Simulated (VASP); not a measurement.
Wanted: the native input for a VASP 6.6.1 run.

* Task: relaxation of shape and atoms at fixed volume
* Functional: PBE
* Potentials or basis: VASP PAW PBE potentials, release 64 (Te)
* Cutoff: 300 eV
* k mesh: 5 × 5 × 3
* Occupations: gaussian, width 0.03 eV
* Spin: no spin polarisation
* Further INCAR settings: ALGO = Normal; EDIFF = 1e-07; IBRION = 2; EDIFFG = -0.01; NSW = 40; ISIF = 4

The structure of Te lies in POSCAR:

```
Te                                      
1.0
    4.5831983165     -0.0000000000     -0.0000000000
   -2.2915991582      3.9691661727      0.0000000000
   -0.0000000000     -0.0000000000      6.0131927061
  Te            
     3
Direct
     0.2695138748254506    0.0000000000000000    0.3333333332999970
     0.0000000000000000    0.2695138748254506    0.6666666667000030
     0.7304861251745494    0.7304861251745494    1.0000000000000000
```

The cell isn't the ideal one: a relaxed cell with its volume scaled by 1.04.

These files were run (other wordings do the same):

INCAR

```
SYSTEM = Te
PREC = Accurate
ENCUT = 300
EDIFF = 1E-7
ISMEAR = 0
SIGMA = 0.03
LREAL = .False.
LASPH = .True.
NELM = 80
ALGO = Normal
ISIF = 4
LWAVE = .False.
LCHARG = .False.
GGA = PE
IBRION = 2
NSW = 40
EDIFFG = -0.01
```

KPOINTS

```
Automatic mesh
0
Gamma
  5 5 3
  0 0 0
```

Potentials or basis: VASP PAW PBE potentials, release 64 (Te).

Launch:

```bash
$ cat potpaw_PBE.64/Te/POTCAR > POTCAR
$ mpirun -np 1 vasp_std > vasp.out
```

Results of the run:

| Quantity | Value |
| --- | --- |
| Energy gained by relaxing | 4.7 meV/atom |
| Ionic steps | 6 |
| Pressure after relaxing | -0.6 GPa |
| Largest force after relaxing | 0.007 eV/Å |
| Band gap on the k mesh | 0.92 eV, indirect (least direct gap 1.32 eV) |

Caveat: spin-orbit coupling is left out, which moves the levels of the heavy elements; an odd mesh through Γ misses points on the zone boundary, where band edges often lie.

Wall time 19 s on 1 thread of Intel(R) Xeon(R) 6975P-C (Granite Rapids), on a shared host, peak memory 0.16 GiB.
